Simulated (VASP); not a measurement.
A run of VASP 6.6.1 is set up as follows.

File INCAR:

```
SYSTEM = AgI
PREC = Accurate
ENCUT = 520
EDIFF = 1E-7
ISMEAR = 0
SIGMA = 0.05
LREAL = .FALSE.
LASPH = .TRUE.
NELM = 100
ALGO = Fast
ISIF = 2
LWAVE = .FALSE.
LCHARG = .FALSE.
GGA = PE
NBANDS = 16
```

File KPOINTS:

```
Automatic mesh
0
G
  4 4 4
  0 0 0
```

Contents of POSCAR:

```
AgI
1.0
    0.0000000000      3.3086601241      3.3086601241
    3.3086601241      0.0000000000      3.3086601241
    3.3086601241      3.3086601241      0.0000000000
Ag I
1 1
Direct
    0.0000000000      0.0000000000      0.0000000000
    0.2500000000      0.2500000000      0.2500000000
```

Potentials or basis: VASP PAW PBE potentials, release 64 (Ag, I).

Command:

```bash
$ cat potpaw_PBE.64/Ag/POTCAR potpaw_PBE.64/I/POTCAR > POTCAR
$ mpirun -np 1 vasp_std > vasp.out
```

Question: Estimate the pressure.

Answer: 0.2 GPa.

Question: Predict the band gap on the k mesh.

Answer: 1.34 eV, direct.

Caveat: spin-orbit coupling is left out, which moves the levels of the heavy elements. A hybrid or GW would open this gap; PBE tends to underestimate it.
